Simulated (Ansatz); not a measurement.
A relaxation computed with Ansatz, from input to last step.

```yaml
crystal:
  lattice:
    - [5.4742840046, 0.0, 0.0]
    - [0.0, 5.4742840046, 0.0]
    - [0.0, 0.0, 5.4742840046]
  atoms:
    - { symbol: W, position: [0.0, 0.0, 0.0] }
    - { symbol: W, position: [0.5, 0.5, 0.5] }
    - { symbol: S, position: [0.0, 0.5, 0.25] }
    - { symbol: S, position: [0.0, 0.5, 0.75] }
    - { symbol: S, position: [0.25, 0.0, 0.5] }
    - { symbol: S, position: [0.75, 0.0, 0.5] }
    - { symbol: S, position: [0.5, 0.75, 0.0] }
    - { symbol: S, position: [0.5, 0.25, 0.0] }
basis:
  ecutwfc: 420
kpoints:
  mp_grid: { grid: [4, 4, 4] }
hamiltonian:
  xc: pbe
scf:
  occupations: { method: gaussian, width: 0.1 }
  lower_state_search: "off"
output:
  forces: true
  stress: true
  eigenvalues: true
relax:
  adjacent_minimum: "off"
  f_tol: 0.04
  max_steps: 70
  cell: { stress_tol: 0.4 }
```

```bash
ansatz run input.yaml --threads 1 --pin off --max-ram 2560MiB --backend cpu --events-out ev --progress --plain --runs-dir out
```

Theory: DFT PBE, scalar-relativistic, plane waves, PAW in Ansatz 0.2.0.

Of 6 frames 6 are shown, positions in Å and forces in eV/Å; the SCF threshold varies from step to step. Steps run on the plane waves of an earlier cell, with a Pulay correction in the pressure. The basis is chosen afresh for the last frame, the zero of the energies, and at times for earlier ones too; energy and pressure step there, also at an unchanged geometry.

```xyz
8
Lattice="5.4743 0.0000 0.0000 0.0000 5.4743 0.0000 0.0000 0.0000 5.4743" Properties=species:S:1:pos:R:3:forces:R:3 pbc="T T T" step=1 free_energy_over_end_meV_per_atom=539.26 pressure_GPa=-22.86
W     0.0000    0.0000    0.0000    0.0000    0.0000    0.0000
W     2.7371    2.7371    2.7371    0.0000    0.0000    0.0000
S     0.0000    2.7371    1.3686    0.0000    0.0000    0.0000
S     0.0000    2.7371    4.1057    0.0000    0.0000    0.0000
S     1.3686    0.0000    2.7371    0.0000    0.0000    0.0000
S     4.1057    0.0000    2.7371    0.0000    0.0000    0.0000
S     2.7371    4.1057    0.0000    0.0000    0.0000    0.0000
S     2.7371    1.3686    0.0000    0.0000    0.0000    0.0000
8
Lattice="5.2074 0.0000 0.0000 0.0000 5.2074 0.0000 0.0000 0.0000 5.2074" Properties=species:S:1:pos:R:3:forces:R:3 pbc="T T T" step=2 free_energy_over_end_meV_per_atom=172.56 pressure_GPa=-17.07
W     0.0000    0.0000    0.0000    0.0000    0.0000    0.0000
W     2.6037    2.6037    2.6037    0.0000    0.0000    0.0000
S     0.0000    2.6037    1.3019    0.0000    0.0000    0.0000
S     0.0000    2.6037    3.9056    0.0000    0.0000    0.0000
S     1.3019    0.0000    2.6037    0.0000    0.0000    0.0000
S     3.9056    0.0000    2.6037    0.0000    0.0000    0.0000
S     2.6037    3.9056    0.0000    0.0000    0.0000    0.0000
S     2.6037    1.3019    0.0000    0.0000    0.0000    0.0000
8
Lattice="4.9405 0.0000 0.0000 0.0000 4.9405 0.0000 0.0000 0.0000 4.9405" Properties=species:S:1:pos:R:3:forces:R:3 pbc="T T T" step=3 free_energy_over_end_meV_per_atom=0.88 pressure_GPa=-1.91
W     0.0000    0.0000    0.0000    0.0000    0.0000    0.0000
W     2.4703    2.4703    2.4703    0.0000    0.0000    0.0000
S     0.0000    2.4703    1.2351    0.0000    0.0000    0.0000
S     0.0000    2.4703    3.7054    0.0000    0.0000    0.0000
S     1.2351    0.0000    2.4703    0.0000    0.0000    0.0000
S     3.7054    0.0000    2.4703    0.0000    0.0000    0.0000
S     2.4703    3.7054    0.0000    0.0000    0.0000    0.0000
S     2.4703    1.2351    0.0000    0.0000    0.0000    0.0000
8
Lattice="4.9132 0.0000 0.0000 0.0000 4.9132 0.0000 0.0000 0.0000 4.9132" Properties=species:S:1:pos:R:3:forces:R:3 pbc="T T T" step=4 free_energy_over_end_meV_per_atom=-0.31 pressure_GPa=0.44
W     0.0000    0.0000    0.0000    0.0000    0.0000    0.0000
W     2.4566    2.4566    2.4566    0.0000    0.0000    0.0000
S     0.0000    2.4566    1.2283    0.0000    0.0000    0.0000
S     0.0000    2.4566    3.6849    0.0000    0.0000    0.0000
S     1.2283    0.0000    2.4566    0.0000    0.0000    0.0000
S     3.6849    0.0000    2.4566    0.0000    0.0000    0.0000
S     2.4566    3.6849    0.0000    0.0000    0.0000    0.0000
S     2.4566    1.2283    0.0000    0.0000    0.0000    0.0000
8
Lattice="4.9181 0.0000 0.0000 0.0000 4.9181 0.0000 0.0000 0.0000 4.9181" Properties=species:S:1:pos:R:3:forces:R:3 pbc="T T T" step=5 free_energy_over_end_meV_per_atom=-0.37 pressure_GPa=0.00
W     0.0000    0.0000    0.0000    0.0000    0.0000    0.0000
W     2.4590    2.4590    2.4590    0.0000    0.0000    0.0000
S     0.0000    2.4590    1.2295    0.0000    0.0000    0.0000
S     0.0000    2.4590    3.6886    0.0000    0.0000    0.0000
S     1.2295    0.0000    2.4590    0.0000    0.0000    0.0000
S     3.6886    0.0000    2.4590    0.0000    0.0000    0.0000
S     2.4590    3.6886    0.0000    0.0000    0.0000    0.0000
S     2.4590    1.2295    0.0000    0.0000    0.0000    0.0000
8
Lattice="4.9181 0.0000 0.0000 0.0000 4.9181 0.0000 0.0000 0.0000 4.9181" Properties=species:S:1:pos:R:3:forces:R:3 pbc="T T T" step=6 free_energy_over_end_meV_per_atom=0.00 pressure_GPa=0.00
W     0.0000    0.0000    0.0000    0.0000    0.0000    0.0000
W     2.4590    2.4590    2.4590    0.0000    0.0000    0.0000
S     0.0000    2.4590    1.2295    0.0000    0.0000    0.0000
S     0.0000    2.4590    3.6886    0.0000    0.0000    0.0000
S     1.2295    0.0000    2.4590    0.0000    0.0000    0.0000
S     3.6886    0.0000    2.4590    0.0000    0.0000    0.0000
S     2.4590    3.6886    0.0000    0.0000    0.0000    0.0000
S     2.4590    1.2295    0.0000    0.0000    0.0000    0.0000
```

The start puts this composition into another compound's structure type, which needn't suit it. At the end the space group is Pm-3n (tolerance 0.05 Å).

The run took 25 s on 1 thread of Arm Neoverse V2 (shared host), peak memory 0.41 GiB.

The k mesh is coarse. Spin–orbit coupling is left out, which can shift energies with elements as heavy as these.